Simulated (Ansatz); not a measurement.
# Ga (Cmcm) in Ansatz: reference runs

Reference runs on Ga: the cell as given and a disturbed copy.

All numbers are computed with Ansatz 0.2.0; they aren't measurements. Logs are shortened: lines on timing, memory, paths and dates and some standing lists are left out, and cuts for length are marked.

### Step 1. The crystal as given

It takes space group Cmcm (No. 63, orthorhombic). Conventional cell: a = 2.900 Å, b = 8.130 Å, c = 3.170 Å, α = 90.00°, β = 90.00°, γ = 90.00°. Around Ga (site symmetry m2m) lie 8 Ga at 2.68 to 2.90 Å.

This isn't the form of Ga at room conditions, which is orthorhombic.

### Step 2. Single point, PBEsol

File input.yaml:

```yaml
crystal:
  lattice:
    - [1.45, -4.065, 0.0]
    - [1.45, 4.065, 0.0]
    - [0.0, 0.0, 3.17]
  atoms:
    - { symbol: Ga, position: [0.133, 0.867, 0.75] }
    - { symbol: Ga, position: [0.867, 0.133, 0.25] }
kpoints:
  mp_grid: { grid: [10, 10, 8] }
scf:
  occupations: { method: fermi_dirac, width: 0.05 }
hamiltonian:
  xc: pbesol
  pseudopotentials: { kind: all_electron, lapw: { basis_error: 0.001 } }
output:
  forces: true
  stress: true
  eigenvalues: true
  populations: true
```

Potentials or basis: all-electron LAPW, scalar-relativistic.

The run is started by

```sh
> ansatz run input.yaml --threads 1 --pin off --max-ram 3072MiB --backend cpu --events-out ev --progress --plain --runs-dir out
```

Log:

```text
Warning: RAYON_NUM_THREADS=1 ignored (pool sized by the plan → 1); use --threads N
Ga: projections on atomic orbitals take those of the free atom 1s2 2s2 2p6 3s2 3p6 3d10 4s2 4p1, of charge +0.00 (hamiltonian.pseudopotentials.projection_atoms)
LAPW: plane waves up to 8.222 Å⁻¹, error target 1.0e-3 eV per atom; small_component_spin mean_spin; Ga in spheres of 1.341 Å, 21 of its electrons in bands, Dirac shells [] (how accurate: hamiltonian.pseudopotentials.lapw.basis_error, Limitations)
Engine: ansatz 0.2.0, aarch64-unknown-linux-gnu
Pseudopotentials: kind: all_electron
Pseudopotential: Ga, LAPW, valence charge 21, lapw/all_electron/scalar/gaussian/Ga, Koelling and Harmon's equation, gaussian nucleus
Functional definition: PBEsol
  exchange = pbesol_x
  correlation = pbesol_c
Crystal: 2 atoms, lattice volume = 37.370 Å³
Basis set: ecut = 257.56684256177215 eV, 341 PW (Γ), FFT grids on a1+a2, a2, a3, exchange–correlation at level 2
Bands: 26, of which v1, the nominal top of the filled ones, is band 21 counted from 1 (20 counted from 0)
Symmetry: 8 space group operations
Space group: Cmcm (ITA 63), of the structure as read, at distance tolerance 3.3e-5 Å
k-points: 155 of 800
Non-local potential: Ga, projectors of the file, none
Initial density: superposition of atomic densities (chi_scale 0.1, normalization cell)
Initial wavefunctions: plane waves of lowest kinetic energy (no species holds an atomic orbital)
Functional: x = pbesol(κ = 0.804, μ = 0.12345679012345678), c = pbesol(β = 0.046)
iter 1 solved again at ethr=9.60e-5 eV; its pass at ethr=1.00e-1 eV (dr2=4.03e-2 eV) is discarded
SCF iter   1: F=—  HF=-105720.148601 eV  |F-HF|=—  |Δ(HF+E_count)|=         —  Δρ=1.28e-2  dr2=4.05e-2  ethr=9.60e-5  ⟨swp⟩=3.0  Hψ=27004  notcnv=0
preconditioner: auto → none  [insulator: Δε(μ)=0.121 eV  Ē_g=17.526 eV  σ=0.050 eV  W_gap=0.53  n_scr=12 (ndim 8)  ℏωp=31.0 eV  f_vac=0.000  D(μ)=0.33/eV (n_scr^D=0)  ε∞_Penn≈4.1]
SCF iter   2: F=—  HF=-105720.083304 eV  |F-HF|=—  |Δ(HF+E_count)|=   6.53e-2  Δρ=5.32e-3  dr2=7.85e-3  ethr=9.60e-5  ⟨swp⟩=2.0  Hψ=12090  notcnv=0
SCF iter   3: F=—  HF=-105720.069872 eV  |F-HF|=—  |Δ(HF+E_count)|=   1.34e-2  Δρ=3.14e-3  dr2=2.48e-3  ethr=1.87e-5  ⟨swp⟩=2.0  Hψ=11339  notcnv=0
SCF iter   4: F=—  HF=-105720.068343 eV  |F-HF|=—  |Δ(HF+E_count)|=   1.53e-3  Δρ=1.36e-3  dr2=4.58e-4  ethr=5.91e-6  ⟨swp⟩=2.0  Hψ=11339  notcnv=0
iter 5 solved again at ethr=5.04e-8 eV; its pass at ethr=1.09e-6 eV (dr2=2.12e-5 eV) is discarded
SCF iter   5: F=—  HF=-105720.067986 eV  |F-HF|=—  |Δ(HF+E_count)|=   3.58e-4  Δρ=2.88e-4  dr2=2.11e-5  ethr=5.04e-8  ⟨swp⟩=2.0  Hψ=19578  notcnv=0
SCF iter   6: F=—  HF=-105720.067969 eV  |F-HF|=—  |Δ(HF+E_count)|=   1.65e-5  Δρ=3.31e-5  dr2=3.01e-7  ethr=5.03e-8  ⟨swp⟩=2.0  Hψ=11339  notcnv=0
SCF iter   7: F=-105720.067969 eV  HF=-105720.067969 eV  |F-HF|=1.79e-9  |Δ(HF+E_count)|=   1.50e-7  Δρ=2.99e-6  dr2=1.60e-9  ethr=7.16e-10  ⟨swp⟩=2.2  Hψ=11376  notcnv=0
SCF 1 converged in 7 iterations: F = -105720.067969 eV  dr2 = 1.60e-9
SCF converged after 7 iterations
Free energy (F): -105720.067969 eV
Harris-Foulkes:  -105720.067969 eV  (|F-HF|=1.79e-9)
Internal energy: -105720.064914 eV  (E = F + TS)
E sigma→0 (E₀):  -105720.066441 eV
Entropy (-TS):   -0.003055 eV (-1.528 meV/atom)
Fermi energy:    11.731792 eV
--- Per-component energies (eV) ---
  E_band       = -1536.135767
  E_kinetic    = 107786.595030
  E_xc         = -4037.561022
  E_electrostatic = -209469.098921  (all electrons and nuclei)
  E_smearing   = -0.003055  (= −TS)
  E_closure    = 0.000000  (closes the sum)
  E_atoms      = -105713.412254  (free atoms, spherical and without spin; not in F)
  Σ components = -105720.067969   (vs F -105720.067969, Δ=0.00e0)
  Basis errors (estimates in eV, not in F): energy 3.2e-4 per atom: plane waves 2.9e-4 (1.6e-4 summed), levels above the bands 1.2e-61, relativity 3.3e-9, radial functions 2.7e-5, core shells 9.8e-11; eigenvalues (radial functions only) 2.8e-6; not estimated: angular momenta, meshes, grids; target (lapw.basis_error) 1.0e-3; muffin-tin radii Ga 1.341 Å
--- Forces (eV/Å), atoms counted from 1 ---
  atom   1  Ga     0.00000000    -0.21020492     0.00000000
  atom   2  Ga     0.00000000     0.21020492     0.00000000
  max |Σ_I F_I| component: 0.00e0 eV/Å
--- Stress (GPa, compression-positive) ---
       -3.711498       0.000000       0.000000
        0.000000      -1.752103       0.000000
        0.000000       0.000000      -0.784654
  P = ⅓ Tr σ = -2.0828 GPa (-20.828 kbar)
--- Band table (eV; the first three rows and the last of 155) ---
  k-point 0: bands = ["-131.6465", "-131.6455", "-82.5575", "-82.5530", "-82.5493", "-82.5486", "-82.5400", "-82.5316", "-3.3539", "-3.3293", "-3.2611", "-3.2477", "-3.0557", "-3.0377", "-3.0091", "-2.9929", "-2.9914", "-2.8316", "0.5360", "9.5082", "10.1990", "14.6671", "18.3417", "19.5991", "20.5293", "22.2323"]
  k-point 1: bands = ["-131.6464", "-131.6456", "-82.5574", "-82.5533", "-82.5493", "-82.5486", "-82.5396", "-82.5319", "-3.3425", "-3.3243", "-3.2596", "-3.2230", "-3.0811", "-3.0755", "-2.9913", "-2.9762", "-2.9724", "-2.8566", "0.7733", "9.7858", "10.1334", "12.8520", "19.8194", "20.7300", "20.8258", "21.2154"]
  k-point 2: bands = ["-131.6463", "-131.6457", "-82.5572", "-82.5540", "-82.5492", "-82.5487", "-82.5387", "-82.5328", "-3.3545", "-3.2637", "-3.2492", "-3.1732", "-3.1211", "-3.1208", "-2.9995", "-2.9440", "-2.9428", "-2.9158", "1.4904", "8.7996", "10.6028", "11.9156", "18.4997", "18.5778", "20.4506", "21.2857"]
  k-point 154: bands = ["-131.6460", "-131.6460", "-82.5566", "-82.5566", "-82.5489", "-82.5489", "-82.5351", "-82.5351", "-3.2891", "-3.2891", "-3.2083", "-3.2083", "-3.0775", "-3.0775", "-3.0028", "-3.0028", "-2.9642", "-2.9642", "6.1911", "6.1911", "7.5348", "7.5348", "21.3590", "21.3590", "23.1911", "23.1911"]
--- Löwdin populations: 2 sites ---
  site symbol       q [e]
     0     Ga     30.9858
     1     Ga     30.9858
  spilling = 0.000460 (of n_electrons = 62.000000)
```

populations.tsv:

```text
# site	symbol	l	j	q
# orbitals = lowdin
# n_electrons = 62.000000
# spilling = 0.000460
# projection_atom_Ga: 1s2 2s2 2p6 3s2 3p6 3d10 4s2 4p1
0	Ga	0_1S	-	1.999987
0	Ga	0_2S	-	1.999340
0	Ga	0_3S	-	1.985328
0	Ga	0_4S	-	1.200857
0	Ga	1_2P	-	5.999987
0	Ga	1_3P	-	5.995857
0	Ga	1_4P	-	1.816017
0	Ga	2_3D	-	9.988382
1	Ga	0_1S	-	1.999987
1	Ga	0_2S	-	1.999340
1	Ga	0_3S	-	1.985328
1	Ga	0_4S	-	1.200857
1	Ga	1_2P	-	5.999987
1	Ga	1_3P	-	5.995857
1	Ga	1_4P	-	1.816017
1	Ga	2_3D	-	9.988382
```

It took 32 s on 1 thread of Arm Neoverse V1, shared host; peak memory 0.47 GiB.

Results:

| Item | Value |
| --- | --- |
| Free energy | -105720.0680 eV |
| Pressure | -2.1 GPa |
| Largest force | 0.210 eV/Å |
| Band gap on the k mesh | none (metal or under the smearing width) |

Forces on the atoms (eV/Å):
```
Ga   0.000 -0.210  0.000
Ga   0.000  0.210  0.000
```

Stress tensor (GPa, compression positive):
```
-3.71  0.00  0.00
 0.00 -1.75  0.00
 0.00  0.00 -0.78
```

### Step 3. Single point, PBEsol (atoms moved at random, drawn with an rms of 0.05 Å)

Changes to input.yaml since step 2:

```diff
@@ -6,4 +6,4 @@
   atoms:
-    - { symbol: Ga, position: [0.133, 0.867, 0.75] }
-    - { symbol: Ga, position: [0.867, 0.133, 0.25] }
+    - { symbol: Ga, position: [0.142651, 0.88362, 0.752161] }
+    - { symbol: Ga, position: [0.86304, 0.146187, 0.261977] }
 kpoints:
```

Potentials or basis: all-electron LAPW, scalar-relativistic.

The run is started by

```sh
> ansatz run input.yaml --threads 1 --pin off --max-ram 3072MiB --backend cpu --events-out ev --progress --plain --runs-dir out
```

Log:

```text
Warning: RAYON_NUM_THREADS=1 ignored (pool sized by the plan → 1); use --threads N
Ga: projections on atomic orbitals take those of the free atom 1s2 2s2 2p6 3s2 3p6 3d10 4s2 4p1, of charge +0.00 (hamiltonian.pseudopotentials.projection_atoms)
LAPW: plane waves up to 8.163 Å⁻¹, error target 1.0e-3 eV per atom; small_component_spin mean_spin; Ga in spheres of 1.348 Å, 21 of its electrons in bands, Dirac shells [] (how accurate: hamiltonian.pseudopotentials.lapw.basis_error, Limitations)
[... 6 set-up lines as earlier in the session ...]
Crystal: 2 atoms, lattice volume = 37.370 Å³
Basis set: ecut = 253.87639387244235 eV, 341 PW (Γ), FFT grids on a1+a2, a2, a3, exchange–correlation at level 2
Bands: 26, of which v1, the nominal top of the filled ones, is band 21 counted from 1 (20 counted from 0)
Symmetry: 2 space group operations
Space group: P-1 (ITA 2), of the structure as read, at distance tolerance 3.3e-5 Å
k-points: 404 of 800
[... 2 set-up lines as earlier in the session ...]
[... 23 lines left out ...]
  E_kinetic    = 107786.612287
  E_xc         = -4037.575485
  E_electrostatic = -209469.105344  (all electrons and nuclei)
  E_smearing   = -0.003383  (= −TS)
  E_closure    = 0.000000  (closes the sum)
  E_atoms      = -105713.412254  (free atoms, spherical and without spin; not in F)
  Σ components = -105720.071925   (vs F -105720.071925, Δ=0.00e0)
  Basis errors (estimates in eV, not in F): energy 3.1e-4 per atom: plane waves 2.8e-4 (1.6e-4 summed), levels above the bands 4.7e-62, relativity 2.5e-9, radial functions 2.4e-5, core shells 7.1e-11; eigenvalues (radial functions only) 3.0e-6; not estimated: angular momenta, meshes, grids; target (lapw.basis_error) 1.0e-3; muffin-tin radii Ga 1.348 Å
--- Forces (eV/Å), atoms counted from 1 ---
  atom   1  Ga    -0.00884000    -0.02563691     0.05069682
  atom   2  Ga     0.00884000     0.02563691    -0.05069682
  max |Σ_I F_I| component: 0.00e0 eV/Å
--- Stress (GPa, compression-positive) ---
       -3.189578      -0.049698      -0.012641
       -0.049698      -2.030060      -0.001014
       -0.012641      -0.001014      -0.996769
  P = ⅓ Tr σ = -2.0721 GPa (-20.721 kbar)
--- Band table (eV; the first three rows and the last of 404) ---
  k-point 0: bands = ["-131.6468", "-131.6459", "-82.5576", "-82.5534", "-82.5504", "-82.5493", "-82.5396", "-82.5317", "-3.3537", "-3.3201", "-3.2578", "-3.2488", "-3.0688", "-3.0457", "-3.0030", "-2.9940", "-2.9838", "-2.8388", "0.5211", "9.5413", "10.1983", "14.6576", "18.3160", "19.4582", "20.6654", "22.2030"]
  k-point 1: bands = ["-131.6467", "-131.6459", "-82.5576", "-82.5536", "-82.5503", "-82.5493", "-82.5393", "-82.5320", "-3.3395", "-3.3217", "-3.2493", "-3.2283", "-3.0903", "-3.0793", "-2.9937", "-2.9746", "-2.9668", "-2.8631", "0.7587", "9.8176", "10.1350", "12.8352", "19.6813", "20.7739", "20.8613", "21.2611"]
  k-point 2: bands = ["-131.6466", "-131.6460", "-82.5574", "-82.5544", "-82.5502", "-82.5494", "-82.5384", "-82.5328", "-3.3524", "-3.2567", "-3.2477", "-3.1758", "-3.1288", "-3.1233", "-3.0011", "-2.9440", "-2.9391", "-2.9199", "1.4767", "8.7972", "10.6306", "11.8996", "18.5390", "18.5915", "20.3223", "21.4070"]
  k-point 403: bands = ["-131.6463", "-131.6463", "-82.5568", "-82.5567", "-82.5499", "-82.5497", "-82.5351", "-82.5350", "-3.2809", "-3.2713", "-3.2211", "-3.2137", "-3.0949", "-3.0863", "-2.9997", "-2.9872", "-2.9677", "-2.9653", "6.0805", "6.1718", "7.5623", "7.6474", "21.2466", "21.4367", "23.1802", "23.2280"]
--- Löwdin populations: 2 sites ---
  site symbol       q [e]
     0     Ga     30.9856
     1     Ga     30.9856
  spilling = 0.000466 (of n_electrons = 62.000000)
```

Wall time 85 s (1 thread of Arm Neoverse V1, shared host); peak memory 0.85 GiB.

What came out:

- Free energy: -105720.0719 eV
- Pressure: -2.1 GPa
- Largest force: 0.057 eV/Å
- Band gap on the k mesh: none (metal or under the smearing width)

Forces on the atoms (eV/Å):
```
Ga  -0.009 -0.026  0.051
Ga   0.009  0.026 -0.051
```

Stress tensor (GPa, compression positive):
```
-3.19 -0.05 -0.01
-0.05 -2.03  0.00
-0.01  0.00 -1.00
```

Levels at points of the mesh, in eV from the Fermi level:
| k point | band 17 | band 18 | band 19 | band 20 | band 21 | band 22 | band 23 | band 24 | band 25 | band 26 |
| --- | --- | --- | --- | --- | --- | --- | --- | --- | --- | --- |
| (0.00, 0.00, 0.00) | -14.71 | -14.57 | -11.21 | -2.19 | -1.53 | 2.93 | 6.59 | 7.73 | 8.94 | 10.47 |
| (0.00, 0.00, -0.50) | -14.65 | -14.64 | -7.44 | -7.30 | 1.77 | 1.93 | 2.63 | 2.64 | 10.33 | 10.39 |
| (0.00, -0.50, 0.00) | -14.63 | -14.62 | -6.64 | -5.40 | -1.76 | -0.32 | 6.59 | 6.80 | 8.88 | 9.32 |
| (0.00, -0.50, -0.50) | -14.62 | -14.62 | -3.05 | -2.93 | -1.65 | -1.50 | 1.92 | 2.04 | 4.19 | 4.20 |
| (-0.50, 0.00, 0.00) | -14.63 | -14.63 | -6.60 | -5.48 | -1.73 | -0.31 | 6.67 | 6.88 | 8.76 | 9.17 |
| (-0.50, 0.00, -0.50) | -14.62 | -14.61 | -3.01 | -2.88 | -1.72 | -1.57 | 1.88 | 1.99 | 4.30 | 4.31 |
| (-0.50, -0.50, 0.00) | -14.68 | -14.63 | -9.29 | -8.40 | 5.03 | 5.81 | 6.05 | 7.16 | 7.21 | 9.39 |
| (-0.50, -0.50, -0.50) | -14.70 | -14.69 | -5.65 | -5.56 | -4.17 | -4.08 | 9.52 | 9.71 | 11.45 | 11.50 |
